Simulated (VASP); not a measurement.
A run of VASP 6.6.1 is set up as follows.

File INCAR:

```
SYSTEM = BaTiO3
  PREC = Accurate
  ENCUT = 600
  EDIFF = 1E-6
  ISMEAR = 0
  SIGMA = 0.03
  LREAL = .False.
  LASPH = .True.
  NELM = 80
  ALGO = Normal
  ISIF = 3
  LWAVE = .False.
  LCHARG = .False.
  GGA = AM
  IBRION = 2
  NSW = 90
  EDIFFG = -0.01
  KPAR = 2
```

The input KPOINTS:

```
Automatic mesh
0
Gamma
  8 8 8
  0 0 0
```

File POSCAR:

```
BaTiO3
1.0
    3.9998000000      0.0000000000      0.0000000000
    0.0000000000      3.9998000000      0.0000000000
    0.0000000000      0.0000000000      4.0180000000
Ba Ti O
1 1 3
Direct
    0.0000000000      0.0000000000      0.0000000000
    0.5000000000      0.5000000000      0.4900000000
    0.5000000000      0.5000000000      0.0190000000
    0.5000000000      0.0000000000      0.5170000000
    0.0000000000      0.5000000000      0.5170000000
```

Potentials or basis: VASP PAW PBE potentials, release 64 (Ba_sv, Ti_sv, O).

Command:

```console
$ cat potpaw_PBE.64/Ba_sv/POTCAR potpaw_PBE.64/Ti_sv/POTCAR potpaw_PBE.64/O/POTCAR > POTCAR
$ mpirun -np 2 vasp_std > vasp.out
```

What does it give for the relaxed volume?

12.91 Å³/atom.

Predict the space group after relaxing (to 0.05 Å).

P4mm (No. 99).

Estimate the band gap on the k mesh.

1.77 eV, indirect (least direct gap 2.26 eV).

What does it give for the relaxed cell?

a = 3.966 Å, b = 3.966 Å, c = 4.104 Å, α = 90.00°, β = 90.00°, γ = 90.00°.

Final structure:
```cif
data_structure
_symmetry_space_group_name_H-M 'P 1'
_symmetry_Int_Tables_number 1
_cell_length_a 3.9658
_cell_length_b 3.9658
_cell_length_c 4.1041
_cell_angle_alpha 90.000
_cell_angle_beta 90.000
_cell_angle_gamma 90.000
_cell_volume 64.55
loop_
_atom_site_label
_atom_site_type_symbol
_atom_site_fract_x
_atom_site_fract_y
_atom_site_fract_z
_atom_site_occupancy
Ba1 Ba 0.00000 0.00000 0.99585 1
Ti1 Ti 0.50000 0.50000 0.47795 1
O1 O 0.50000 0.50000 0.03369 1
O2 O 0.50000 0.00000 0.51775 1
O3 O 0.00000 0.50000 0.51775 1
```

Caveat: the PAW data sets were made with another functional, which shifts forces and pressure a little; spin-orbit coupling is left out, which moves the levels of the heavy elements. As with any semilocal functional, this AM05 gap is likely too small.
